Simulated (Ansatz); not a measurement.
Level of theory: DFT PBE, scalar-relativistic, plane waves, PAW in Ansatz. All cells share a 420 eV cutoff and Γ-centred k meshes spaced at most about 0.3 Å⁻¹ (about 0.25 or finer for metals, 2π included). No spin polarisation.

These are static total energies at zero pressure.

Problem. Order these relaxed structures of Ga2S by energy, lowest first, with the energy over the lowest of them.
A.

Space group Fm-3m (No. 225). a = 6.706 Å, b = 6.706 Å, c = 6.706 Å, α = 90.00°, β = 90.00°, γ = 90.00°
```
atom  site  symmetry       x       y       z
  Ga    8c      -43m  0.2500  0.7500  0.7500
   S    4a      m-3m  0.0000  0.0000  0.0000
```

B.

Space group R-3m:H (No. 166). a = 3.620 Å, b = 3.620 Å, c = 15.906 Å, α = 90.00°, β = 90.00°, γ = 120.00°
```
atom  site  symmetry       x       y       z
  Ga    6c        3m  0.6667  0.3333  0.1021
   S    3a       -3m  0.0000  0.0000  0.0000
```

C.

Space group Pnnm (No. 58). a = 4.975 Å, b = 7.476 Å, c = 3.636 Å, α = 90.00°, β = 90.00°, γ = 90.00°
```tsv
atom	site	symmetry	x	y	z
Ga	4g	..m	0.1836	0.3692	0.0000
S	2a	..2/m	0.0000	0.0000	0.0000
```

Solution. B (0 meV/atom), C (139 meV/atom), A (264 meV/atom). Forms: B anti-cadmium chloride type, R-3m; C Pnnm; A anti-fluorite type, Fm-3m. Counting S atoms around Ga (those within 1.25 times the shortest such distance or 1.15 times the sum of covalent radii, 1.27 where that leaves under three; a plus sign parts nearer from farther groups; the shortest distance is added where it exceeds 1.18 times the sum of covalent radii): B has Ga 3; C has Ga 2+1; A has Ga 4 from 2.9 Å. All come from invented guesses. The lowest form computed isn't among them: it has space group Cmme (No. 67), 23.8 Å³/atom and lies 109 meV/atom below the best shown.

Cells relaxed within their symmetry can be saddle points. Some structure types and database cells were kept out of the candidates from the start, so a known form may be missing.
